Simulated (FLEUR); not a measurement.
Al: equation of state with revPBE

**Experimental background.**

“The interpretation of polycrystalline coherent inelastic neutron scattering from aluminium”, 2013, pmc:3831299 quotes, for a bulk crystal of Al: bulk modulus 76.9 GPa.

Crystal: Al.

```
Al
1.0
     0.00000    2.02481    2.02481
     2.02481    0.00000    2.02481
     2.02481    2.02481    0.00000
Al
1
Direct
  0.00000 0.00000 0.00000
```

```json
{"Program": "FLEUR MaX-R8.1 (later development tree)", "Task": "equation of state", "Functional": "revPBE", "Potentials or basis": "all-electron", "Basis": "FLAPW", "Kmax": "4.1 1/bohr", "k mesh": "11 × 11 × 11", "Occupations": "fermi-dirac, width 0.05 eV", "Spin": "no spin polarisation", "Gmax": "12.7 1/bohr", "Muffin-tin radii": "Al 2.45 bohr", "lmax": "Al 10", "Local orbitals a species": "Al 4"}
```

| Item | Value |
| --- | --- |
| Equilibrium volume | 16.76 Å³/atom |
| Bulk modulus | 77 GPa |
| Pressure derivative of the bulk modulus | 4.4 (rough: it moves with the points fitted) |

Energy against volume, from the lowest point:
```
volume (Å³/atom)  energy (meV/atom)
          15.607              21.21
          15.939              10.15
          16.603               0.00
          17.267               3.21
          17.599               9.01
```

Measured bulk modulus of Al: 76.9 GPa (quoted in “The interpretation of polycrystalline coherent inelastic neutron scattering from aluminium”, 2013, pmc:3831299). This calculation gives 77 GPa (+0.4 %). The fit is for a static lattice scaled at fixed shape and fixed fractional positions. The cell as given is a measured one (16.60 Å³/atom); revPBE puts the equilibrium volume +0.9 % from it, thermal expansion not counted.
